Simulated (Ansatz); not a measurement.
# TaN (P6_3/mmc) in Ansatz: a series of runs

The runs below take TaN through single point, relaxation of cell and atoms, with PBE, PBEsol+D3(BJ), PBEsol+D4.

All numbers are computed with Ansatz 0.2.0; they aren't measurements. Logs are shortened: lines on timing, memory, paths and dates and some standing lists are left out, and cuts for length are marked.

## 1. Starting point

It takes space group P6_3/mmc (No. 194, hexagonal). The conventional cell has a = 2.922 Å, b = 2.922 Å, c = 5.917 Å, α = 90.00°, β = 90.00°, γ = 120.00°. Around Ta (site symmetry -3m) lie 6 N at 2.24 Å. N (site symmetry -6m2) has 6 Ta at 2.24 Å as nearest neighbours.

The cell comes from a database or a generator and needn't be the stable form of this composition.

## 2. Single point, PBE

input.yaml

```yaml
crystal:
  lattice:
    - [2.9217699809, 0.0, 0.0]
    - [-1.4608849905, 2.5303270275, 0.0]
    - [0.0, 0.0, 5.916515]
  atoms:
    - { symbol: Ta, position: [0.0, 0.0, 0.5] }
    - { symbol: Ta, position: [0.0, 0.0, 0.0] }
    - { symbol: "N", position: [0.3333333333, 0.6666666667, 0.25] }
    - { symbol: "N", position: [0.6666666667, 0.3333333333, 0.75] }
hamiltonian:
  xc: pbe
  pseudopotentials: { kind: paw }
kpoints:
  mp_grid: { grid: [10, 10, 5] }
scf:
  occupations: { method: gaussian, width: 0.014 }
output:
  forces: true
  stress: true
  eigenvalues: true
```

Potentials or basis: Ansatz PAW.

On the command line:

```bash
$ ansatz run input.yaml --threads 2 --pin off --max-ram 5632MiB --backend cpu --events-out ev --progress --plain --runs-dir out
```

Output:

```text
Warning: RAYON_NUM_THREADS=2 ignored (pool sized by the plan → 2); use --threads N
Engine: ansatz 0.2.0, aarch64-unknown-linux-gnu
Pseudopotentials: kind: paw
Pseudopotential: Ta, paw, valence charge 13, recommended cutoff 420 eV (normal), Ta.paw.azcp
Pseudopotential: N, paw, valence charge 5, recommended cutoff 420 eV (normal), N.paw.azcp
Functional definition: PBE
  parameter kappa = 0.804
  parameter beta = 0.06672455060314922
  exchange = pbe_x(kappa = kappa, mu = beta*pi^2/3)
  correlation = pbe_c(beta = beta)
Crystal: 4 atoms, lattice volume = 43.741 Å³
Basis set: ecut = 420 eV, 847 PW (Γ), exchange–correlation on 40×40×80 points (8 copies of the dense FFT grid, shifted against one another)
Bands: 22, of which v1, the nominal top of the filled ones, is band 18 counted from 1 (17 counted from 0)
Symmetry: 24 space group operations
Space group: P63/mmc (ITA 194), of the structure as read, at distance tolerance 3.5e-5 Å
k-points: 42 of 500
Non-local potential: Ta, projectors of the file, l = 0: 3, l = 1: 2, l = 2: 2, l = 3: 1
Non-local potential: N, projectors of the file, l = 0: 2, l = 1: 2, l = 2: 1
PAW form: soft (Blöchl's): semilocal exchange-correlation on the pseudo side does not see the compensation charge
PAW one-centre angular grid: Ta, 590 points (default); XC on 64 Gauss nodes
PAW one-centre angular grid: N, 110 points (default); XC on 64 Gauss nodes
Initial density: superposition of atomic densities (neutral atoms: chi_scale 0, normalization atom), corrected by the library's trained network
Initial wavefunctions: pseudopotential atomic-orbital guess
Functional: x = pbe(κ = 0.804, μ = 0.2195149727645171), c = pbe(β = 0.06672455060314922)
SCF iter   1: F=—  HF=-20636.193973 eV  |F-HF|=—  |Δ(HF+E_count)|=         —  Δρ=7.44e-3  dr2=1.61e-2  ethr=1.77e-3  ⟨swp⟩=6.0  Hψ=4317  notcnv=0
preconditioner: auto → none  [insulator: Δε(μ)=0.054 eV  Ē_g=9.371 eV  σ=0.014 eV  W_gap=0.72  n_scr=10 (ndim 8)  ℏωp=25.1 eV  f_vac=0.000  D(μ)=1.73/eV (n_scr^D=10)  ε∞_Penn≈8.2]
SCF iter   2: F=—  HF=-20636.189962 eV  |F-HF|=—  |Δ(HF+E_count)|=   4.01e-3  Δρ=3.09e-3  dr2=1.80e-3  ethr=4.47e-5  ⟨swp⟩=2.9  Hψ=1932  notcnv=0  defer=4
SCF iter   3: F=—  HF=-20636.190107 eV  |F-HF|=—  |Δ(HF+E_count)|=   1.45e-4  Δρ=6.65e-4  dr2=6.59e-5  ethr=5.00e-6  ⟨swp⟩=2.3  Hψ=1296  notcnv=0  defer=4
SCF iter   4: F=—  HF=-20636.190112 eV  |F-HF|=—  |Δ(HF+E_count)|=   5.31e-6  Δρ=5.21e-5  dr2=8.68e-7  ethr=1.83e-7  ⟨swp⟩=2.6  Hψ=1401  notcnv=0  defer=4
iter 5 did not close the SCF: its close was put off for the readings that it lacked (scf_convergence_deferred on its scf_iter line)
SCF iter   5: F=-20636.190113 eV  HF=-20636.190113 eV  |F-HF|=3.64e-8  |Δ(HF+E_count)|=   7.00e-8  Δρ=1.56e-5  dr2=8.43e-8  ethr=2.41e-9  ⟨swp⟩=2.1  Hψ=1382  notcnv=0  defer=4
SCF iter   6: F=-20636.190113 eV  HF=-20636.190113 eV  |F-HF|=1.09e-11  |Δ(HF+E_count)|=   8.71e-9  Δρ=3.36e-6  dr2=3.47e-9  ethr=2.34e-10  ⟨swp⟩=3.1  Hψ=3281  notcnv=0
SCF 1 converged in 6 iterations: F = -20636.190113 eV  dr2 = 3.47e-9
SCF converged after 6 iterations
Free energy (F): -20636.190113 eV
Harris-Foulkes:  -20636.190113 eV  (|F-HF|=1.09e-11)
Internal energy: -20636.189957 eV  (E = F + TS)
E sigma→0 (E₀):  -20636.190035 eV
Entropy (-TS):   -0.000155 eV (-0.039 meV/atom)
Fermi energy:    19.913938 eV
--- Per-component energies (eV) ---
  E_band       = -112.488924
  E_kinetic    = 997.729127
  E_local      = -1220.269380  (includes V_loc(G=0)·N_el)
  E_nonlocal   = 119.866636
  E_hartree    = 409.684662
  E_xc         = -559.384611
  E_vxc        = -564.092692  (∫ρ·V_xc dr)
  E_paw        = -17048.266946  (= ΣΔE_a)
  E_vpaw       = -265.091476  (= ΣTr[D̂ρ^β])
  E_aug_tail   = 0.000430  (compensation charges beyond the density's cutoff)
  E_ewald      = -3335.549875
  E_smearing   = -0.000155  (= −TS)
  E_closure    = 0.000000  (closes the sum)
  Σ components = -20636.190113   (vs F -20636.190113, Δ=0.00e0)
--- Forces (eV/Å), atoms counted from 1 ---
  atom   1  Ta     0.00000000    -0.00000000     0.00000000
  atom   2  Ta     0.00000000    -0.00000000    -0.00000000
  atom   3  N     -0.00000000    -0.00000000    -0.00000000
  atom   4  N      0.00000000     0.00000000     0.00000000
  max |Σ_I F_I| component: 1.85e-17 eV/Å
--- Stress (GPa, compression-positive) ---
       -1.116570      -0.000000      -0.000000
       -0.000000      -1.116570      -0.000000
       -0.000000      -0.000000      -0.968468
  P = ⅓ Tr σ = -1.0672 GPa (-10.672 kbar)
--- Band table (eV; the first three rows and the last of 42) ---
  k-point 0: bands = ["-48.5329", "-48.4964", "-15.6305", "-14.8826", "-14.6275", "-14.6275", "-14.5669", "-14.5669", "2.4180", "4.7585", "10.7121", "15.1250", "15.1250", "15.6597", "16.4420", "17.9420", "17.9420", "19.7170", "19.7170", "20.4968", "20.4968", "22.2629"]
  k-point 1: bands = ["-48.5294", "-48.4999", "-15.5631", "-14.9584", "-14.6217", "-14.6217", "-14.5727", "-14.5727", "2.6043", "4.4694", "11.1229", "14.7572", "15.2841", "15.2841", "17.2701", "17.3642", "17.3642", "20.2761", "20.2761", "20.6053", "20.6053", "21.5535"]
  k-point 2: bands = ["-48.5203", "-48.5090", "-15.3830", "-15.1523", "-14.6067", "-14.6067", "-14.5879", "-14.5879", "3.1141", "3.8112", "12.1452", "13.4429", "15.7489", "15.7489", "16.4776", "16.4776", "18.5378", "20.0588", "20.8452", "20.8452", "20.8700", "20.8700"]
  k-point 41: bands = ["-48.4303", "-48.4197", "-15.4256", "-15.3887", "-15.2265", "-15.1940", "-15.1266", "-14.9342", "4.6505", "4.7501", "12.8287", "12.9529", "13.5749", "14.0352", "14.3636", "14.9745", "19.3716", "19.4812", "21.7384", "22.3038", "23.3838", "23.5835"]
```

Wall time 1.2 s (2 threads of Arm Neoverse V1, shared host); peak memory 0.32 GiB.

Results:

| Property | Result |
| --- | --- |
| Free energy | -20636.1901 eV |
| Pressure | -1.1 GPa |
| Band gap on the k mesh | none (metal or under the smearing width) |

Stress tensor (GPa, compression positive):
```
-1.12  0.00  0.00
 0.00 -1.12  0.00
 0.00  0.00 -0.97
```

Caveat: the pressure holds a Pulay correction of +0.4 GPa for the finite cutoff.

## 3. Single point, PBE

input.yaml: that of step 2 with these lines changed.

```diff
@@ -16,3 +16,3 @@
 scf:
-  occupations: { method: gaussian, width: 0.014 }
+  occupations: { method: gaussian, width: 0.015 }
 output:
```

Potentials or basis: Ansatz PAW.

On the command line:

```bash
$ ansatz run input.yaml --threads 2 --pin off --max-ram 5632MiB --backend cpu --events-out ev --progress --plain --runs-dir out
```

Output:

```text
Warning: RAYON_NUM_THREADS=2 ignored (pool sized by the plan → 2); use --threads N
[... 9 set-up lines as earlier in the session ...]
Crystal: 4 atoms, lattice volume = 43.741 Å³
Basis set: ecut = 420 eV, 847 PW (Γ), exchange–correlation on 40×40×80 points (8 copies of the dense FFT grid, shifted against one another)
[... 40 lines left out ...]
  E_ewald      = -3335.549875
  E_smearing   = -0.000168  (= −TS)
  E_closure    = 0.000000  (closes the sum)
  Σ components = -20636.190124   (vs F -20636.190124, Δ=0.00e0)
--- Forces (eV/Å), atoms counted from 1 ---
  atom   1  Ta     0.00000000    -0.00000000     0.00000000
  atom   2  Ta     0.00000000    -0.00000000    -0.00000000
  atom   3  N     -0.00000000    -0.00000000    -0.00000000
  atom   4  N      0.00000000     0.00000000     0.00000000
  max |Σ_I F_I| component: 3.70e-17 eV/Å
--- Stress (GPa, compression-positive) ---
       -1.116274      -0.000000      -0.000000
       -0.000000      -1.116274      -0.000000
       -0.000000      -0.000000      -0.969242
  P = ⅓ Tr σ = -1.0673 GPa (-10.673 kbar)
--- Band table (eV; the first three rows and the last of 42) ---
  k-point 0: bands = ["-48.5329", "-48.4964", "-15.6305", "-14.8826", "-14.6275", "-14.6275", "-14.5669", "-14.5669", "2.4180", "4.7585", "10.7121", "15.1250", "15.1250", "15.6597", "16.4420", "17.9420", "17.9420", "19.7170", "19.7170", "20.4968", "20.4968", "22.2629"]
  k-point 1: bands = ["-48.5294", "-48.4999", "-15.5631", "-14.9584", "-14.6217", "-14.6217", "-14.5727", "-14.5727", "2.6043", "4.4694", "11.1229", "14.7572", "15.2841", "15.2841", "17.2701", "17.3642", "17.3642", "20.2761", "20.2761", "20.6053", "20.6053", "21.5535"]
  k-point 2: bands = ["-48.5203", "-48.5091", "-15.3830", "-15.1523", "-14.6067", "-14.6067", "-14.5880", "-14.5880", "3.1141", "3.8112", "12.1452", "13.4429", "15.7489", "15.7489", "16.4776", "16.4776", "18.5378", "20.0588", "20.8452", "20.8452", "20.8700", "20.8700"]
  k-point 41: bands = ["-48.4303", "-48.4197", "-15.4256", "-15.3887", "-15.2266", "-15.1940", "-15.1266", "-14.9342", "4.6505", "4.7502", "12.8287", "12.9529", "13.5750", "14.0352", "14.3636", "14.9745", "19.3716", "19.4812", "21.7384", "22.3038", "23.3838", "23.5835"]
```

Wall time 1.2 s (2 threads of Arm Neoverse V1, shared host); peak memory 0.32 GiB.

Results:

| Property | Result |
| --- | --- |
| Free energy | -20636.1901 eV |
| Pressure | -1.1 GPa |
| Band gap on the k mesh | none (metal or under the smearing width) |

Stress tensor (GPa, compression positive):
```
-1.12  0.00  0.00
 0.00 -1.12  0.00
 0.00  0.00 -0.97
```

Caveat: the pressure holds a Pulay correction of +0.4 GPa for the finite cutoff. Spin-orbit coupling is left out, which matters for the levels of Ta.

[end of part 1 of 2]
